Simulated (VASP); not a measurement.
# MgB₂: molecular dynamics with a monitored distance, by stops when the distance exceeds

MgB₂, P6/mmm (no. 191), 12 atoms in the cell. PBE, molecular dynamics; PAW potentials Mg, B (PBE set).

| Stops when the distance exceeds (Å) | Largest distance met (Å) | Steps run | Mean temperature (K) | Time (s) |
|---|---|---|---|---|
| 2.655 | 2.538 | 80 | 482 | 186 |
| 4.008 | 2.538 | 80 | 482 | 178 |

Limits: 80 fs of 12 atoms are too short for converged averages; the distance is that to the nearest periodic copy, which so small a cell caps; the cell is only 3.5 Å across, so each atom moves in step with near copies of itself.

## Input of the first row

INCAR:
```
SYSTEM = MgB2
GGA = PE
PREC = Normal
ENCUT = 320
EDIFF = 1E-5
NELMIN = 4
NELM = 60
ALGO = Fast
LREAL = Auto
LASPH = .True.
ISMEAR = -1
SIGMA = 0.05
ISYM = 0
LWAVE = .False.
LCHARG = .False.
IBRION = 0
NSW = 80
POTIM = 1.0
TEBEG = 600
TEEND = 600
ISIF = 2
MDALGO = 1
ANDERSEN_PROB = 0.05
RANDOM_SEED = 264003 0 0
VALUE_MAX = 2.655
VALUE_MIN = 1.253
KPAR = 2
```

KPOINTS:
```
k-points
0
Gamma
  2 2 3
```

ICONST:
```
R 1 7 7
```

POSCAR:
```
MgB2
1.0
    6.1700000000      0.0000000000      0.0000000000
   -3.0850000000      5.3433767414      0.0000000000
    0.0000000000      0.0000000000      3.5230000000
Mg B
4 8
Direct
    0.0000000000      0.0000000000      0.0000000000
    0.0000000000      0.5000000000      0.0000000000
    0.5000000000      0.0000000000      0.0000000000
    0.5000000000      0.5000000000      0.0000000000
    0.3333333334      0.1666666666      0.5000000000
    0.3333333334      0.6666666667      0.5000000000
    0.8333333333      0.1666666666      0.5000000000
    0.8333333334      0.6666666667      0.5000000000
    0.1666666667      0.3333333334      0.5000000000
    0.1666666667      0.8333333334      0.5000000000
    0.6666666666      0.3333333334      0.5000000000
    0.6666666666      0.8333333334      0.5000000000
```

Commands:
```
cat potpaw_PBE.64/Mg/POTCAR potpaw_PBE.64/B/POTCAR > POTCAR
mpirun -np 2 vasp_std > vasp.out
```

Changes of the last row against the first:
```
- VALUE_MAX = 2.655
+ VALUE_MAX = 4.008
```

VASP 6.6.1 took 186 s on 2 cores (Intel Xeon Platinum 8488C (Sapphire Rapids)), a shared host.
